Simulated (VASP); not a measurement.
Write the native input for VASP 6.6.1 that does the following.

```yaml
Task: single point
Functional: PBE
Potentials_or_basis: VASP PAW PBE potentials, release 64 (Li_GW, H_GW)
Cutoff: 450 eV
k_mesh: 6 × 6 × 6
Occupations: gaussian, width 0.02 eV
Spin: no spin polarisation
Further_INCAR_settings: ALGO = Fast; EDIFF = 1e-06
```

The structure of LiH lies in POSCAR:

```
LiH
1.0
    0.0000000000      2.0367500000      2.0367500000
    2.0367500000      0.0000000000      2.0367500000
    2.0367500000      2.0367500000      0.0000000000
Li H
1 1
Direct
    0.0000000000      0.0000000000      0.0000000000
    0.5000000000      0.5000000000      0.5000000000
```

These files were run (other wordings do the same):

INCAR

```
PREC = Accurate ; ENCUT = 450
EDIFF = 1E-6 ; ISMEAR = 0
SIGMA = 0.02 ; LREAL = False
LASPH = True ; NELM = 100
ALGO = Fast ; ISIF = 2
LWAVE = False ; LCHARG = True
GGA = PE ; LELF = True
LVHAR = True
```

KPOINTS

```
regular mesh
0
Gamma
  6 6 6
```

Potentials or basis: VASP PAW PBE potentials, release 64 (Li_GW, H_GW).

Run with:

```sh
$ cat potpaw_PBE.64/Li_GW/POTCAR potpaw_PBE.64/H_GW/POTCAR > POTCAR
$ mpirun -np 1 vasp_std > vasp.out
```

Results of the run:

```json
{
  "Pressure": "-2.3 GPa",
  "Band gap on the k mesh": "3.01 eV, direct"
}
```

Caveat: the k mesh is coarse (spacing up to 0.45 Å⁻¹), so the values aren't converged.

Wall time 3.5 s on 1 thread of AMD EPYC 9R45 (Zen 5) (shared host), peak memory 0.09 GiB.
